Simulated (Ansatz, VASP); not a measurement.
# One calculation of Al, two programs

```
Al
1.0
     0.00000    2.02481    2.02481
     2.02481    0.00000    2.02481
     2.02481    2.02481    0.00000
Al
1
Direct
  0.00000 0.00000 0.00000
```

Alike in both runs: task relaxation of cell and atoms; functional RPBE; k mesh 11 × 11 × 11; occupations fermi-dirac, width 0.05 eV; no spin polarisation.

```csv
,VASP,Ansatz
version,VASP 6.6.1,Ansatz 0.2.0
potentials or method,"VASP PAW PBE potentials, release 64 (Al), cutoff 600 eV","all-electron LAPW, scalar-relativistic"
```

Ansatz gave:

| Item | Value |
| --- | --- |
| relaxed volume (Å³/atom) | 16.82 |
| relaxed cell length with the largest relative difference (Å) | 2.876 |

Question: Estimate VASP's values.

Answer: Relaxed volume (Å³/atom): 16.81; relaxed cell length with the largest relative difference (Å): 2.876.

Ansatz ran all-electron here, so the differences hold the error of VASP's frozen core and of both bases.

Caveats: the PAW data sets were made with another functional, which shifts forces and pressure a little (VASP). Zero-point motion and thermal expansion aren't in these numbers.
